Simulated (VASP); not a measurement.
Input:

```
BeO
1.0
    1.33346    -2.30963     0.00000
    1.33346     2.30963     0.00000
    0.00000     0.00000     4.32986
Be O
2 2
Direct
  0.66667   0.33333   0.50006
  0.33333   0.66667   0.00006
  0.66667   0.33333   0.87794
  0.33333   0.66667   0.37794
```

Method: LDA (Ceperley-Alder, Perdew-Zunger), VASP's LDA PAW potentials (set 64) (plane waves; VASP). Numerical set-up: 520 eV cut-off, 9×9×5 Γ-centred mesh, Gaussian smearing of 0.010 eV, potentials Be O.

Problem. Give the electronic dielectric tensor ε∞ (DFPT, local fields included).

Solution. 
```
3.07  0.00  0.00
0.00  3.07  0.00
0.00  0.00  3.14
```

Problem. Give the Born effective charges.

Solution. 
```
atom   Z*xx   Z*yy   Z*zz   mean
----  -----  -----  -----  -----
Be1    1.77   1.77   1.83   1.79
Be2    1.77   1.77   1.83   1.79
O3    -1.77  -1.77  -1.83  -1.79
O4    -1.77  -1.77  -1.83  -1.79
```

Problem. And the static tensor with the ions free?

Solution. 
```
6.61  0.00  0.00
0.00  6.61  0.00
0.00  0.00  7.39
```

Problem. Which frequencies do the optical Γ-point modes have (no LO-TO splitting)?

Solution. 331 (×2), 711, 716 (×2), 722, 753 (×2), 893 cm⁻¹.

The piezoelectric tensor e of the same run, ions relaxed (C/m²):

```tsv
	xx	yy	zz	yz	xz	xy
x	0.00	0.00	0.00	0.00	-0.09	0.00
y	0.00	0.00	0.00	-0.08	0.00	0.00
z	-0.26	-0.26	0.45	0.00	0.00	0.00
```

The compound is BeO in the wurtzite structure. It was relaxed first.
